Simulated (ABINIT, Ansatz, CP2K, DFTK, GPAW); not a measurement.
## Cost and result for the band gap of KTaO3

```cif
data_structure
_symmetry_space_group_name_H-M 'Pm-3m'
_symmetry_Int_Tables_number 221
_cell_length_a 3.9883
_cell_length_b 3.9883
_cell_length_c 3.9883
_cell_angle_alpha 90.000
_cell_angle_beta 90.000
_cell_angle_gamma 90.000
_cell_volume 63.44
loop_
_atom_site_label
_atom_site_type_symbol
_atom_site_symmetry_multiplicity
_atom_site_Wyckoff_symbol
_atom_site_fract_x
_atom_site_fract_y
_atom_site_fract_z
_atom_site_occupancy
Ta1 Ta 1 a 0.00000 0.00000 0.00000 1
K1 K 1 b 0.50000 0.50000 0.50000 1
O1 O 3 d 0.00000 0.00000 0.50000 1
```

| rung | level | program and potentials | cutoff (eV) | k mesh | task | spin | core time | chip | band gap (eV) | notes |
| --- | --- | --- | --- | --- | --- | --- | --- | --- | --- | --- |
| GGA | PBE | Ansatz, Ansatz PAW | 420 | 12 × 12 × 12 | single point | off | 7.6 s | Arm Neoverse V1 | 2.22 | 8 valence electrons an atom on average; mesh may miss the edge |
| LDA | LDA | ABINIT, JTH PAW LDA v2.0 | 626 | 4 × 4 × 4 | single point | off | 23 s | Arm Neoverse V1 | 2.02 | 8 valence electrons an atom on average; mesh may miss the edge |
| GGA | PBE | ABINIT, JTH PAW PBE v2.0 | 626 | 4 × 4 × 4 | single point | off | 25 s | Arm Neoverse V2 | 2.16 | 8 valence electrons an atom on average; mesh may miss the edge |
| hybrid | LC-wPBE | Ansatz, Ansatz PAW | 420 | 4 × 4 × 4 | single point | off | 41 s | Intel Xeon Ice Lake | 8.93 | potentials made for PBE, which Ansatz adapts in part; 8 valence electrons an atom on average; mesh may miss the edge |
| hybrid | PBE-EpsX | Ansatz, Ansatz PAW | 420 | 4 × 4 × 4 | single point | off | 48 s | AMD EPYC 7B13 Zen 3 | 3.77 | potentials made for PBE, which Ansatz adapts in part; 8 valence electrons an atom on average; exact-exchange share 1/ε∞; mesh may miss the edge |
| GGA | PBEsol | ABINIT, JTH PAW PBE v2.0 | 626 | 6 × 6 × 6 | single point | off | 68 s | Arm Neoverse V1 | 2.09 | potentials made for PBE; 8 valence electrons an atom on average; mesh may miss the edge |
| GGA | PBE | GPAW, PAW data sets generated for this functional | 800 | 6 × 6 × 6 | band structure | off | 96 s | Intel Xeon 6975P-C Granite Rapids | 2.18 | 8 valence electrons an atom on average |
| hybrid | HSE06 | Ansatz, Ansatz PAW | 420 | 6 × 6 × 6 | band structure | off | 2 min | AMD EPYC 7R13 Zen 3 | 3.58 | potentials made for PBE, which Ansatz adapts in part; 8 valence electrons an atom on average |
| hybrid | PBE0 | Ansatz, Ansatz PAW | 420 | 6 × 6 × 6 | band structure | off | 2.1 min | AMD EPYC 7R13 Zen 3 | 4.33 | potentials made for PBE, which Ansatz adapts in part; 8 valence electrons an atom on average |
| GGA | PBE | CP2K, GTH_SOC_POTENTIALS Ta GTH-PBE-q13, K GTH-PBE-q9, O GTH-PBE-q6; TZVP-MOLOPT-PBE-GTH basis | - | 7 × 7 × 7 | band structure | SOC, no magnetisation | 2.3 min | Arm Neoverse V1 | 1.99 | atomic basis; 8 valence electrons an atom on average; SOC added after the SCF; from the band path |
| GGA | BLYP | ABINIT, JTH PAW PBE v2.0 | 626 | 7 × 7 × 7 | band structure | off | 2.3 min | Arm Neoverse V2 | 2.23 | potentials made for PBE; 8 valence electrons an atom on average; from the band path |
| GGA | WC | ABINIT, JTH PAW PBE v2.0 | 626 | 7 × 7 × 7 | band structure | off | 2.4 min | Arm Neoverse V1 | 2.10 | potentials made for PBE; 8 valence electrons an atom on average; from the band path |
| GGA | PBE | Ansatz, Ansatz PAW | 420 | 6 × 6 × 6 | phonons | off | 2.9 min | Intel Xeon Skylake/Cascade Lake | 2.22 | 8 valence electrons an atom on average; mesh may miss the edge |
| LDA | LDA | ABINIT, JTH PAW LDA v2.0 | 626 | 7 × 7 × 7 | band structure | off | 3.1 min | Arm Neoverse V1 | 2.03 | 8 valence electrons an atom on average; from the band path |
| GGA | PBE | DFTK, SG15 1.2 (PBE) | 952 | 6 × 6 × 6 | band structure | off | 5.9 min | Intel Xeon Platinum 8488C Sapphire Rapids | 2.20 | 10.8 valence electrons an atom on average |

Times are single runs on shared hosts and different chips, so they are rough; meshes, cutoffs and the tasks' sizes weigh on the time. Gaps are the least found on the k mesh or the band path, and a mesh can miss the band edges. The cell comes from a database and isn't always the measured one. Meshes differ between rows, which moves values too. All levels ran on this one cell, unrelaxed unless noted. Meshes are those of the run's cell of 5 atoms unless a note names another. Runs on faulty files, with rough fits or with known faults for this quantity aren't shown.

By rung: LDA 2.02 to 2.03; GGA 2.09 to 2.23; hybrid 3.58 to 8.93; GGA with SOC in atomic bases 1.99 (eV).
